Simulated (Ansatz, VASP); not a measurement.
One calculation of TaN, two programs

```
CELL_PARAMETERS angstrom
2.99562 0.00000 0.00000
-1.49781 2.59429 0.00000
0.00000 0.00000 2.93954
ATOMIC_POSITIONS crystal
Ta 0.00000 0.00000 0.50000
N 0.66667 0.33333 0.00000
```

Alike in both runs: task single point; functional LDA; k mesh 10 × 10 × 9; occupations fermi-dirac, width 0.05 eV; no spin polarisation.

```csv
,VASP,Ansatz
version,VASP 6.6.1,Ansatz 0.2.0
potentials or method,"VASP PAW LDA potentials, release 64 (Ta_pv, N)",Ansatz PAW
plane-wave cutoff (eV),520,420
valence electrons in the cell,16,18
```

|  | VASP | Ansatz | Ansatz less VASP |
| --- | --- | --- | --- |
| gap on the k mesh at the Fermi level (eV) | none | none | - |
| pressure (GPa) | -27.1 | -28.5 | -1.39 |
| largest component of the traceless stress (GPa) | 2.31 | 2.40 | +0.089 |

A gap of «none» marks a metal or a gap that the smearing closes. The two sets of potentials don't hold the same shells in valence.

Caveats: so large a pressure means that the cell lies far from this level's equilibrium, or that cutoff or potentials fall short (VASP); the pressure holds a Pulay correction of +0.5 GPa for the finite cutoff (Ansatz); the PAW data sets come from PBE, with cores solved anew for the run's functional, which leaves a small shift of forces and pressure (Ansatz). The runs have no spin-orbit coupling, so splittings on Ta are missing.
